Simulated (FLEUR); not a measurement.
# Ag (Im-3m) in FLEUR: a series of runs, part 2 of 2

FLEUR MaX-R8.1 (later development tree). Earlier steps stand in the parts before.

## Step 4: Equation of state, LDA, 17.43 Å³/atom (volume scaled by 0.96)

inp.xml

```xml
<?xml version="1.0" encoding="UTF-8" standalone="no"?>
<fleurInput fleurInputVersion="0.39">
   <comment>
      Ag                                                                                                  
   </comment>
   <calculationSetup>
      <cutoffs Kmax="4.1" Gmax="12.7" GmaxXC="12.7" numbands="0"/>
      <scfLoop itmax="60" minDistance="0.00001" maxIterBroyd="15" imix="Anderson" alpha="0.05" precondParam="0.0" spinf="2.0" sdNocoIR="T"/>
      <coreElectrons ctail="T" frcor="F" kcrel="0" coretail_lmax="0"/>
      <xcFunctional name="vwn" relativisticCorrections="F"/>
      <magnetism jspins="1"/>
      <soc l_soc="F" theta="0.0" phi="0.0" spav="F"/>
      <expertModes spex="0" secvar="F"/>
      <geometryOptimization l_f="F" forcealpha="1.0" forcemix="BFGS" epsdisp="0.00001" epsforce="0.00001"/>
      <ldaU l_linMix="F" mixParam="0.05" spinf="1.0"/>
   </calculationSetup>
   <cell>
      <bzIntegration valenceElectrons="19.0" mode="hist" fermiSmearingEnergy="0.00183747">
         <kPointListSelection listName="default-1"/>
         <!-- k-points included here -->
         <xi:include xmlns:xi="http://www.w3.org/2001/XInclude" href="kpts.xml"> </xi:include>
      </bzIntegration>
      <!-- symmetry operations included here -->
      <xi:include xmlns:xi="http://www.w3.org/2001/XInclude" href="sym.xml"> </xi:include>
      <bulkLattice scale="0.9864848297">
         <bravaisMatrix>
            <row-1>   -3.1287326170984882     3.1287326170984882     3.1287326170984882</row-1>
            <row-2>    3.1287326170984882    -3.1287326170984882     3.1287326170984882</row-2>
            <row-3>    3.1287326170984882     3.1287326170984882    -3.1287326170984882</row-3>
         </bravaisMatrix>
      </bulkLattice>
   </cell>
   <atomSpecies>
      <species name="Silver (Ag)" element="Ag" atomicNumber="47">
         <mtSphere radius="2.46" gridPoints="829" logIncrement="0.016"/>
         <atomicCutoffs lmax="10" lnonsphr="10"/>
         <electronConfig flipSpins="F">
            <coreConfig>(1s1/2) (2s1/2) (2p1/2) (2p3/2) (3s1/2) (3p1/2) (3p3/2) (3d3/2) (3d5/2)</coreConfig>
            <valenceConfig>(4s1/2) (4p1/2) (4p3/2) (5s1/2) (4d3/2) (4d5/2)</valenceConfig>
            <stateOccupation state="(5s1/2)" spinUp="0.500000" spinDown="0.500000"/>
         </electronConfig>
         <energyParameters s="5" p="5" d="4" f="4"/>
         <lo type="SCLO" l="0" n="4" eDeriv="0"/>
         <lo type="SCLO" l="1" n="4" eDeriv="0"/>
         <lo type="SCLO" l="1" n="4" eDeriv="1"/>
         <lo type="SCLO" l="2" n="4" eDeriv="2"/>
         <lo type="SCLO" l="3" n="4" eDeriv="2"/>
      </species>
   </atomSpecies>
   <atomGroups>
      <atomGroup species="Silver (Ag)">
         <relPos label="                   1">.0000000000 .0000000000 .0000000000</relPos>
         <force calculate="T" relaxXYZ="TTT"/>
      </atomGroup>
   </atomGroups>
   <output dos="F" band="F" slice="F">
      <checks vchk="F" cdinf="F"/>
      <bandDOS minEnergy="-.5*Htr" maxEnergy="0.5*Htr" sigma="0.015" storeEVData="T"/>
      <vacuumDOS vacdos="F" integ="F" star="F" nstars="0" locx1="0.0" locy1="0.0" locx2="0.0" locy2="0.0" nstm="0" tworkf="0.0"/>
      <unfoldingBand unfoldBand="F" supercellX="1" supercellY="1" supercellZ="1"/>
      <plotting iplot="0" polar="F">
         <plot TwoD="T" vec1="  1.0  0.0  0.0" vec2="  0.0  1.0  0.0" vec3="  0.0  0.0  1.0" zero="  0.0  0.0  0.0" file="plot"/>
      </plotting>
      <chargeDensitySlicing numkpt="0" minEigenval="0.0" maxEigenval="0.0" nnne="0" pallst="F"/>
      <specialOutput eonly="F"/>
      <moessbauerParams electricFieldGradient="T" isomerShift="T" coreHyperfine="T" valenceHyperfine="T"/>
      <magneticCircularDichroism mcd="F" energyLo="-10.0" energyUp="0.0"/>
   </output>
  <!-- We include the file relax.xml here to enable relaxations (see documentation) -->
  <xi:include xmlns:xi="http://www.w3.org/2001/XInclude" href="relax.xml"> <xi:fallback/> </xi:include>
</fleurInput>
```

The run is started by

```
> inpgen -f crystal.txt -profile fastHighL
> # inp.xml edited to the form shown
> fleur_MPI
```

Run time: 19 s. Hardware: 1 thread of Intel Xeon at 2.50GHz (Skylake/Cascade Lake), shared host; peak memory 0.08 GiB.

The run converged. Its results:

```yaml
Free_energy: -144559.4362 eV
Band_gap_on_the_k_mesh: none (metal or under the smearing width)
Valence_electrons_inside_the_program's_atomic_spheres: Ag 17.64 (radii Ag 2.46 bohr)
```

## Step 5: Equation of state, LDA, 18.15 Å³/atom

Edit inp.xml of step 4 so:

```diff
@@ -24,3 +24,3 @@
       <xi:include xmlns:xi="http://www.w3.org/2001/XInclude" href="sym.xml"> </xi:include>
-      <bulkLattice scale="0.9864848297">
+      <bulkLattice scale="1.0000000000">
          <bravaisMatrix>
```

The run is started by

```
> inpgen -f crystal.txt -profile fastHighL
> # inp.xml edited to the form shown
> fleur_MPI
```

Run time: 22 s. Hardware: 1 thread of Intel Xeon at 2.50GHz (Skylake/Cascade Lake), shared host; peak memory 0.08 GiB.

Results (log left out):

| Item | Value |
| --- | --- |
| Free energy | -144559.3903 eV |
| Band gap on the k mesh | none (metal or under the smearing width) |
| Valence electrons inside the program's atomic spheres | Ag 17.61 (radii Ag 2.46 bohr) |

## Step 6: Equation of state, LDA, 18.88 Å³/atom (volume scaled by 1.04)

Edit inp.xml of step 5 so:

```diff
@@ -24,3 +24,3 @@
       <xi:include xmlns:xi="http://www.w3.org/2001/XInclude" href="sym.xml"> </xi:include>
-      <bulkLattice scale="1.0000000000">
+      <bulkLattice scale="1.0131594038">
          <bravaisMatrix>
```

Potentials or basis: all-electron, FLAPW.

The run is started by

```
> inpgen -f crystal.txt -profile fastHighL
> # inp.xml edited to the form shown
> fleur_MPI
```

Wall time 25 s (1 thread of Intel Xeon at 2.50GHz (Skylake/Cascade Lake), shared host); peak memory 0.08 GiB.

The run converged. Its results:

```
Free energy                                           : -144559.3327 eV
Band gap on the k mesh                                : none (metal or under the smearing width)
Valence electrons inside the program's atomic spheres : Ag 17.58 (radii Ag 2.46 bohr)
```

## Step 7: Equation of state, LDA, 19.24 Å³/atom (volume scaled by 1.06)

Edit inp.xml of step 6 so:

```diff
@@ -24,3 +24,3 @@
       <xi:include xmlns:xi="http://www.w3.org/2001/XInclude" href="sym.xml"> </xi:include>
-      <bulkLattice scale="1.0131594038">
+      <bulkLattice scale="1.0196128224">
          <bravaisMatrix>
```

The run is started by

```
> inpgen -f crystal.txt -profile fastHighL
> # inp.xml edited to the form shown
> fleur_MPI
```

It took 22 s on 1 thread of Intel Xeon at 2.50GHz (Skylake/Cascade Lake), shared host; peak memory 0.08 GiB.

It converged, with:

```yaml
Free_energy: -144559.3003 eV
Band_gap_on_the_k_mesh: none (metal or under the smearing width)
Valence_electrons_inside_the_program's_atomic_spheres: Ag 17.57 (radii Ag 2.46 bohr)
```

## Step 8: Equation of state, LDA

No new run: the results of the series are fitted here.

Results:

```yaml
Equilibrium_volume: "16.12 Å³/atom (rough: see the caveat)"
Bulk_modulus: 135 GPa (rough)
```

Energy against volume, from the lowest point:
| volume (Å³/atom) | energy (meV/atom) |
| --- | --- |
| 17.065 | 0.00 |
| 17.428 | 17.07 |
| 18.154 | 63.00 |
| 18.880 | 120.66 |
| 19.243 | 153.04 |

Caveat: the minimum lies outside the volumes run.
